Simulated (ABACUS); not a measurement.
Wanted: the native input for an ABACUS 3.10.1 run.

| Quantity | Value |
| --- | --- |
| Task | band structure |
| Functional | HLE16 |
| Potentials or basis | PseudoDojo NC SR 0.4.1 PBE standard |
| Cutoff | 1116 eV |
| Density cutoff | 4463 eV |
| Basis | plane waves |
| Occupations | fermi-dirac, width 0.05 eV |
| Spin | no spin polarisation |
| Radial cutoff of the potentials (pseudo_rcut) | 10 bohr |
| Threshold of the eigensolver | 1e-07 Ry |
| Density | read from an earlier self-consistent run |
| Path | G-X-W-K-G-L-U-W-L-K, U-X |
| Points for each segment of the path | 10 |
| SCF threshold on the density | 1e-08 |
| Max SCF steps | 100 |
| Eigensolver | dav |
| Mixing | broyden |
| Mixing share | 0.7 |
| Symmetry key | -1 |
| Bands | 20 |

Crystal: Ag.

```xyz
1
Lattice="0.0000 2.0427 2.0427 2.0427 0.0000 2.0427 2.0427 2.0427 0.0000" Properties=species:S:1:pos:R:3 pbc="T T T"
Ag    0.0000    0.0000    0.0000
```

The input as run:

INPUT

```
INPUT_PARAMETERS
suffix              Ag
calculation         nscf
basis_type          pw
pseudo_dir          ./
symmetry            -1
dft_functional      GGA_XC_HLE16
ecutwfc             82.0
pseudo_rcut         10
nspin               1
nbands              20
ks_solver           dav
smearing_method     fd
smearing_sigma      0.00367493
scf_thr             1e-08
scf_nmax            100
mixing_type         broyden
mixing_beta         0.7
init_chg            file
pw_diag_thr         1e-07
out_band            1
kpar                4
```

STRU

```
ATOMIC_SPECIES
Ag 107.8682 Ag.upf

LATTICE_CONSTANT
1.8897261246

LATTICE_VECTORS
0.0000000000 2.0427500000 2.0427500000
2.0427500000 0.0000000000 2.0427500000
2.0427500000 2.0427500000 0.0000000000

ATOMIC_POSITIONS
Direct

Ag
0.0
1
0.0000000000 0.0000000000 0.0000000000 1 1 1
```

KPT

```
K_POINTS
12
Line
0.00000000 0.00000000 0.00000000 10 // G
0.50000000 0.00000000 0.50000000 10 // X
0.50000000 0.25000000 0.75000000 10 // W
0.37500000 0.37500000 0.75000000 10 // K
0.00000000 0.00000000 0.00000000 10 // G
0.50000000 0.50000000 0.50000000 10 // L
0.62500000 0.25000000 0.62500000 10 // U
0.50000000 0.25000000 0.75000000 10 // W
0.50000000 0.50000000 0.50000000 10 // L
0.37500000 0.37500000 0.75000000 1 // K
0.62500000 0.25000000 0.62500000 10 // U
0.50000000 0.00000000 0.50000000 1 // X
```

Potentials or basis: PseudoDojo NC SR 0.4.1 PBE standard, plane waves.

Command:

```bash
$ OMP_NUM_THREADS=1 mpirun -np 4 abacus > log
```

It took 2.6 s on 4 MPI ranks on AMD EPYC 7R13 Processor (Zen 3), with other jobs on the host, peak memory 0.36 GiB a rank.
